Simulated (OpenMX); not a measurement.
Runs of OpenMX 3.8.5 on TiCo. Symmetry: Pm-3m, No. 221, cubic system. Conventional cell: a = 2.986 Å, b = 2.986 Å, c = 2.986 Å, α = 90.00°, β = 90.00°, γ = 90.00°. Co (site symmetry m-3m) is surrounded by 8 Ti at 2.59 Å. Ti (site symmetry m-3m) has 8 Co at 2.59 Å as nearest neighbours. The cell comes from a database or a generator and needn't be the stable form of this composition.

```csv
task,potentials or basis,cell,gap on the mesh (eV),pressure (GPa),moment (μB)
band structure,"OpenMX 2013 PBE set, Co6.0H-s3p2d2, Ti7.0-s3p2d2, grid cutoff 500 Ry","Pm-3m, 13.31 Å³/atom",-,2.1,(b)
band structure,"OpenMX 2013 PBE set, Co6.0H-s2p2d1, Ti7.0-s2p2d1, grid cutoff 500 Ry","Pm-3m, 13.31 Å³/atom",-,0.5,0.83
single point,"OpenMX 2013 PBE set, Co6.0H-s3p2d2, Ti7.0-s3p2d2, grid cutoff 500 Ry","P4/mmm, 12.79 Å³/atom",none,9.7,0.84
single point,"OpenMX 2013 PBE set, Co6.0H-s3p2d2, Ti7.0-s3p2d2, grid cutoff 500 Ry","P4/mmm, 14.4 Å³/atom",none,(a),0.87
single point,"OpenMX 2013 PBE set, Co6.0H-s3p2d2, Ti7.0-s3p2d2, grid cutoff 500 Ry","P4/mmm, 13.85 Å³/atom",none,-4.6,(c)
```

Alike in all rows: level PBE; spin collinear, ferromagnetic start; k mesh 7 × 7 × 7; smearing fermi-dirac 0.05 eV.

Problem. Estimate the missing entries.

Solution. (a) -10.3; (b) 0.85; (c) 0.86.

Caveats: the basis of atomic orbitals isn't converged, which shifts pressures, moduli and gaps; the transition metal has a single d function, too few for pressures, volumes and moments (some runs).

A gap of «none» marks a metal or a gap under the smearing width.
